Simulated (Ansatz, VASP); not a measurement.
## Sc in VASP and in Ansatz

```
CELL_PARAMETERS angstrom
2.98932 0.00000 0.00000
0.00000 2.98932 0.00000
0.00000 0.00000 2.98932
ATOMIC_POSITIONS crystal
Sc 0.00000 0.00000 0.00000
```

Alike in both runs: task relaxation of cell and atoms; functional PBE; k mesh 13 × 13 × 13; occupations fermi-dirac, width 0.08 eV; no spin polarisation.

```csv
,VASP,Ansatz
version,VASP 6.6.1,Ansatz 0.2.0
potentials or method,"VASP PAW PBE potentials, release 64 (Sc_sv)","PAW with Ansatz's default frozen-core files, scalar-relativistic"
plane-wave cutoff (eV),600,420
valence electrons in the cell,11,11
```

VASP gave:

| Property | Result |
| --- | --- |
| relaxed volume (Å³/atom) | 26.27 |
| relaxed cell length with the largest relative difference (Å) | 2.973 |
| energy change over the relaxation (meV/atom) | -1 |

Which values does Ansatz return?

Relaxed volume (Å³/atom): 26.21; relaxed cell length with the largest relative difference (Å): 2.970; energy change over the relaxation (meV/atom): -1.
